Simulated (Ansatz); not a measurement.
# Y: the cost of one run

Method: DFT PBE, scalar-relativistic, plane waves, PAW, in Ansatz 0.2.0.

The COD cell was measured well above room temperature, so it is larger than a cold one.

## 1. The starting structure

It takes space group Im-3m (No. 229, cubic). The conventional cell has a = 4.196 Å, b = 4.196 Å, c = 4.196 Å, α = 90.00°, β = 90.00°, γ = 90.00°. Around Y (site symmetry m-3m) lie 8 Y at 3.63 Å.

As a file:

```cif
data_structure
_symmetry_space_group_name_H-M 'Im-3m'
_symmetry_Int_Tables_number 229
_cell_length_a 4.1957
_cell_length_b 4.1957
_cell_length_c 4.1957
_cell_angle_alpha 90.000
_cell_angle_beta 90.000
_cell_angle_gamma 90.000
_cell_volume 73.86
loop_
_atom_site_label
_atom_site_type_symbol
_atom_site_symmetry_multiplicity
_atom_site_Wyckoff_symbol
_atom_site_fract_x
_atom_site_fract_y
_atom_site_fract_z
_atom_site_occupancy
Y1 Y 2 a 0.00000 0.00000 0.00000 1
```

This is candidate A: bcc type (Im-3m, No. 229).

(A quick probe on a coarse mesh, which set the mesh and smearing, is not shown.)

## 3. The relaxation (candidate A)

Contents of input.yaml:

```yaml
crystal:
  lattice:
    - [-2.0978409962, 2.0978409962, 2.0978409962]
    - [2.0978409962, -2.0978409962, 2.0978409962]
    - [2.0978409962, 2.0978409962, -2.0978409962]
  atoms:
    - { symbol: "Y", position: [0.0, 0.0, 0.0] }
basis:
  ecutwfc: 420
kpoints:
  mp_grid: { grid: [14, 14, 14] }
hamiltonian:
  xc: pbe
scf:
  occupations: { method: gaussian, width: 0.1 }
output:
  forces: true
  stress: true
  eigenvalues: true
relax:
  adjacent_minimum: "off"
  f_tol: 0.01
  max_steps: 80
  cell: { stress_tol: 0.05 }
```

**Question.** How long does this run take on 1 thread of an Arm CPU, shared host, and how much memory does it need?

About 11 s, with a peak of 0.32 GiB.
